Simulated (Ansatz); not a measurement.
Wanted: an ASE script for an Ansatz 0.2.0 run.

* Task: single point
* Functional: PBEsol
* Potentials or basis: PseudoDojo standard
* Cutoff: 789 eV
* Density cutoff: 3157 eV
* k mesh: 10 × 10 × 10
* Occupations: fermi-dirac, width 0.01 eV
* Spin: non-collinear spin, ferromagnetic start
* Starting moments: [[0.354, 0.354, 0.0]] μB
* Driver: calculator

The structure of Hf lies in Hf.cif:

```cif
data_Hf
_cell_length_a 3.61000000
_cell_length_b 3.61000000
_cell_length_c 3.61000000
_cell_angle_alpha 90.00000000
_cell_angle_beta 90.00000000
_cell_angle_gamma 90.00000000
_space_group_name_H-M_alt 'Im-3m'
_space_group_name_Hall '-I 4 2 3'
_space_group_IT_number 229
loop_
_space_group_symop_operation_xyz
'x,y,z'
'-x,-y,-z'
'-y,x,z'
'y,-x,-z'
'-x,-y,z'
'x,y,-z'
'y,-x,z'
'-y,x,-z'
'x,-y,-z'
'-x,y,z'
'-y,-x,-z'
'y,x,z'
'-x,y,-z'
'x,-y,z'
'y,x,-z'
'-y,-x,z'
'z,x,y'
'-z,-x,-y'
'z,-y,x'
'-z,y,-x'
'z,-x,-y'
'-z,x,y'
'z,y,-x'
'-z,-y,x'
'-z,x,-y'
'z,-x,y'
'-z,-y,-x'
'z,y,x'
'-z,-x,y'
'z,x,-y'
'-z,y,x'
'z,-y,-x'
'y,z,x'
'-y,-z,-x'
'x,z,-y'
'-x,-z,y'
'-y,z,-x'
'y,-z,x'
'-x,z,y'
'x,-z,-y'
'-y,-z,x'
'y,z,-x'
'-x,-z,-y'
'x,z,y'
'y,-z,-x'
'-y,z,x'
'x,-z,y'
'-x,z,-y'
'x+1/2,y+1/2,z+1/2'
'-x+1/2,-y+1/2,-z+1/2'
'-y+1/2,x+1/2,z+1/2'
'y+1/2,-x+1/2,-z+1/2'
'-x+1/2,-y+1/2,z+1/2'
'x+1/2,y+1/2,-z+1/2'
'y+1/2,-x+1/2,z+1/2'
'-y+1/2,x+1/2,-z+1/2'
'x+1/2,-y+1/2,-z+1/2'
'-x+1/2,y+1/2,z+1/2'
'-y+1/2,-x+1/2,-z+1/2'
'y+1/2,x+1/2,z+1/2'
'-x+1/2,y+1/2,-z+1/2'
'x+1/2,-y+1/2,z+1/2'
'y+1/2,x+1/2,-z+1/2'
'-y+1/2,-x+1/2,z+1/2'
'z+1/2,x+1/2,y+1/2'
'-z+1/2,-x+1/2,-y+1/2'
'z+1/2,-y+1/2,x+1/2'
'-z+1/2,y+1/2,-x+1/2'
'z+1/2,-x+1/2,-y+1/2'
'-z+1/2,x+1/2,y+1/2'
'z+1/2,y+1/2,-x+1/2'
'-z+1/2,-y+1/2,x+1/2'
'-z+1/2,x+1/2,-y+1/2'
'z+1/2,-x+1/2,y+1/2'
'-z+1/2,-y+1/2,-x+1/2'
'z+1/2,y+1/2,x+1/2'
'-z+1/2,-x+1/2,y+1/2'
'z+1/2,x+1/2,-y+1/2'
'-z+1/2,y+1/2,x+1/2'
'z+1/2,-y+1/2,-x+1/2'
'y+1/2,z+1/2,x+1/2'
'-y+1/2,-z+1/2,-x+1/2'
'x+1/2,z+1/2,-y+1/2'
'-x+1/2,-z+1/2,y+1/2'
'-y+1/2,z+1/2,-x+1/2'
'y+1/2,-z+1/2,x+1/2'
'-x+1/2,z+1/2,y+1/2'
'x+1/2,-z+1/2,-y+1/2'
'-y+1/2,-z+1/2,x+1/2'
'y+1/2,z+1/2,-x+1/2'
'-x+1/2,-z+1/2,-y+1/2'
'x+1/2,z+1/2,y+1/2'
'y+1/2,-z+1/2,-x+1/2'
'-y+1/2,z+1/2,x+1/2'
'x+1/2,-z+1/2,y+1/2'
'-x+1/2,z+1/2,-y+1/2'
loop_
_atom_site_label
_atom_site_type_symbol
_atom_site_symmetry_multiplicity
_atom_site_Wyckoff_symbol
_atom_site_fract_x
_atom_site_fract_y
_atom_site_fract_z
_atom_site_occupancy
Hf1 Hf 2 a 0.0000000000 0.0000000000 0.0000000000 1
```

This isn't the form of Hf at room conditions, which is hcp.

The input as run:

run.py

```python
import json

import ase.io
import numpy as np
import spglib
from ase.calculators.calculator import CalculationFailed, Calculator
from ase.stress import full_3x3_to_voigt_6_stress
from ase.units import GPa

import ansatz as az

class AnsatzCalculator(Calculator):
    implemented_properties = ["energy", "free_energy", "forces", "stress", "magmom"]

    def calculate(self, atoms, properties, system_changes):
        super().calculate(atoms, properties, system_changes)
        structure = atoms.copy()
        structure.set_constraint()
        structure.set_momenta(None)
        structure.set_masses(None)
        outcome = (
            az.Crystal.from_ase(structure)
            .calculation()
            .basis(xc_grid=2)
            .kpoints(10, 10, 10)
            .functional("pbesol")
            .pseudopotentials(kind="nc", accuracy="standard")
            .spin("noncollinear", soc=False)
            .scf(tolerance=2e-10)
            .occupations(method="fermi_dirac", width=0.01)
            .forces()
            .stress()
            .run(threads=2)
        )
        if not outcome.report["converged"]:
            raise CalculationFailed("SCF not converged")
        report = outcome.report
        self.results = {
            "free_energy": report["lagrangian_ev"],
            "energy": report["lagrangian_ev"],
            "forces": np.array(report["forces_ev_ang"]),
            "stress": -GPa * full_3x3_to_voigt_6_stress(report["stress_gpa"]),
            "magmom": report["magnetization_mub"],
        }

np.set_printoptions(precision=5, suppress=True, linewidth=110)
atoms = ase.io.read("Hf.cif")
cell, frac, numbers = spglib.find_primitive((atoms.cell[:], atoms.get_scaled_positions(), atoms.numbers), symprec=1e-5)
atoms = ase.Atoms(numbers, cell=cell, scaled_positions=frac, pbc=True)
atoms.set_initial_magnetic_moments([[0.354, 0.354, 0.0]])
atoms.calc = AnsatzCalculator()
print(f"free energy {atoms.get_potential_energy():.6f} eV")
print("forces (eV/A)", atoms.get_forces(), sep="\n")
print("stress (GPa, Voigt, tension positive)", atoms.get_stress() / GPa, sep="\n")
print(f"moment {atoms.get_magnetic_moment():.4f} muB")
```

Potentials or basis: PseudoDojo standard.

Launch:

```sh
$ python run.py
```

It gave:

```
Pressure        : -8.7 GPa
Net moment      : 0.00 μB per cell
Absolute moment : 0.00 μB per cell
```

Caveat: the starting moments weren't kept; the thresholds are loose for stress.

Wall time 6.3 s on 2 threads of Arm Neoverse V2, on a shared host, peak memory 0.5 GiB.
